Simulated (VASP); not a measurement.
# VASP 6.6.1 run: Mg₂Ge

INCAR

```
IBRION = -1
LWAVE = .FALSE.
EDIFF = 1E-7
NELMDL = -8
LCHARG = .FALSE.
ISMEAR = -1
NELM = 120
LASPH = .TRUE.
ENCUT = 520
LREAL = .FALSE.
SIGMA = 0.02
NSW = 0
GGA = PE
PREC = Accurate
ISIF = 2
NBANDS = 16
IVDW = 10
```

KPOINTS

```
KPOINTS created by Atomic Simulation Environment
0
Gamma
4 4 4
0 0 0
```

POSCAR

```
Ge Mg
 1.0000000000000000
     0.0000000000000000    3.1512702252000002    3.1512702252000002
     3.1512702252000002    0.0000000000000000    3.1512702252000002
     3.1512702252000002    3.1512702252000002    0.0000000000000000
 Ge  Mg
   1   2
Cartesian
  0.0000000000000000  0.0000000000000000  0.0000000000000000
  1.5756351126000001  1.5756351126000001  1.5756351126000001
  4.7269053377999999  4.7269053377999999  4.7269053377999999
```

The recommended PBE PAW datasets give the neutral cell 18 valence electrons.

Command

```
mpirun -np 1 vasp_std
```

Task: Predict the outcome of this run.

Result: It converged. Results: gap between bands v and c on the k mesh 0.08 eV; least direct gap on the k mesh 1.25 eV; pressure 1.0 GPa. Band v is the last that the valence electrons fill when counted band by band, and c is the next.

OSZICAR

```
N       E                     dE             d eps       ncg     rms          rms(c)
DAV:   1     0.912819099471E+02    0.91282E+02   -0.90514E+03   272   0.191E+03
DAV:   2     0.351444079496E+01   -0.87767E+02   -0.84155E+02   280   0.435E+02
DAV:   3    -0.835504508008E+01   -0.11869E+02   -0.11817E+02   312   0.936E+01
DAV:   4    -0.868004822661E+01   -0.32500E+00   -0.32496E+00   312   0.160E+01
DAV:   5    -0.868704516158E+01   -0.69969E-02   -0.69968E-02   328   0.253E+00
DAV:   6    -0.868726361699E+01   -0.21846E-03   -0.21845E-03   336   0.364E-01
DAV:   7    -0.868727426922E+01   -0.10652E-04   -0.10652E-04   344   0.802E-02
DAV:   8    -0.868727486347E+01   -0.59424E-06   -0.59414E-06   296   0.171E-02    0.344E+00
DAV:   9    -0.824734331323E+01    0.43993E+00   -0.45693E-01   288   0.358E+00    0.183E+00
DAV:  10    -0.815308719517E+01    0.94256E-01   -0.28503E-01   296   0.324E+00    0.553E-01
DAV:  11    -0.815485816794E+01   -0.17710E-02   -0.28716E-02   312   0.227E+00    0.165E-01
DAV:  12    -0.815414722960E+01    0.71094E-03   -0.44126E-03   312   0.725E-01    0.711E-02
DAV:  13    -0.815410109150E+01    0.46138E-04   -0.62960E-04   264   0.232E-01    0.282E-02
DAV:  14    -0.815412318336E+01   -0.22092E-04   -0.45041E-05   280   0.661E-02    0.208E-02
DAV:  15    -0.815410757968E+01    0.15604E-04   -0.82965E-05   272   0.490E-02    0.254E-03
DAV:  16    -0.815410751178E+01    0.67897E-07   -0.44406E-06   272   0.120E-02    0.288E-03
DAV:  17    -0.815410717228E+01    0.33950E-06   -0.16701E-07   280   0.500E-03    0.682E-04
DAV:  18    -0.815410709888E+01    0.73403E-07   -0.50360E-08   176   0.118E-03
   1 F= -.89076869E+01 E0= -.89069612E+01  d E =-.145134E-02
```

For comparison, a separate PBE run of the intended cell, on usual settings and not on those above, gives a gap of 0.11 eV on its mesh and a pressure of 3.0 GPa.
